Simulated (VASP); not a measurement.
A run of VASP 6.6.1:

File INCAR:

```
ALGO = Normal ; EDIFF = 1E-6
EDIFFG = -0.005 ; ENCUT = 630
GGA = PE ; IBRION = 2
ISIF = 3 ; ISMEAR = -1
LASPH = True ; LCHARG = False
LREAL = False ; LWAVE = False
NELM = 100 ; NSW = 40
PREC = Accurate ; SIGMA = 0.05
```

File KPOINTS:

```
k-points
0
Gamma
  11 11 11
```

The input POSCAR:

```
LiF
1.0
    0.0000000000      2.0140000000      2.0140000000
    2.0140000000      0.0000000000      2.0140000000
    2.0140000000      2.0140000000      0.0000000000
F Li
1 1
Direct
    0.5000000000      0.5000000000      0.5000000000
    0.0000000000      0.0000000000      0.0000000000
```

Potentials or basis: VASP PAW PBE potentials, release 64 (F_GW, Li_GW).

Launch:

```sh
$ cat potpaw_PBE.64/F_GW/POTCAR potpaw_PBE.64/Li_GW/POTCAR > POTCAR
$ mpirun -np 1 vasp_std > vasp.out
```

Hardware: 1 thread of Intel(R) Xeon(R) 6975P-C (Granite Rapids) (shared host).

**Question.** How long does it take, and how much memory?

**Answer.** Run time: 7.5 s on 1 thread of Intel(R) Xeon(R) 6975P-C (Granite Rapids), on a shared host, peak memory 0.15 GiB. Counts: scf iterations 25, k points 56, ion steps 3.
